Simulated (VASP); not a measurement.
A run of VASP 6.6.1:

The input INCAR:

```
SYSTEM = Sb
PREC = Accurate
ENCUT = 200
EDIFF = 1E-7
ISMEAR = 0
SIGMA = 0.02
LREAL = .False.
LASPH = .True.
NELM = 80
ALGO = Fast
ISIF = 3
LWAVE = .False.
LCHARG = .False.
GGA = PE
IVDW = 12
IBRION = 2
NSW = 80
EDIFFG = -0.002
```

KPOINTS

```
Automatic mesh
0
Gamma
  9 9 9
  0 0 0
```

Contents of POSCAR:

```
Sb
1.0
    2.1542000000      1.2437279500      3.7580000000
   -2.1542000000      1.2437279500      3.7580000000
    0.0000000000     -2.4874559000      3.7580000000
Sb
2
Direct
    0.2334900000      0.2334900000      0.2334900000
    0.7665100000      0.7665100000      0.7665100000
```

Potentials or basis: VASP PAW PBE potentials, release 64 (Sb).

Command:

```console
$ cat potpaw_PBE.64/Sb/POTCAR > POTCAR
$ mpirun -np 1 vasp_std > vasp.out
```

Hardware: 1 thread of Intel(R) Xeon(R) 6975P-C (Granite Rapids) (shared host).

Q: How long does it take, and how much memory?

A: It took 30 s on 1 thread of Intel(R) Xeon(R) 6975P-C (Granite Rapids), with other jobs on the host, peak memory 0.15 GiB. Counts: scf iterations 68, k points 85, ion steps 12.
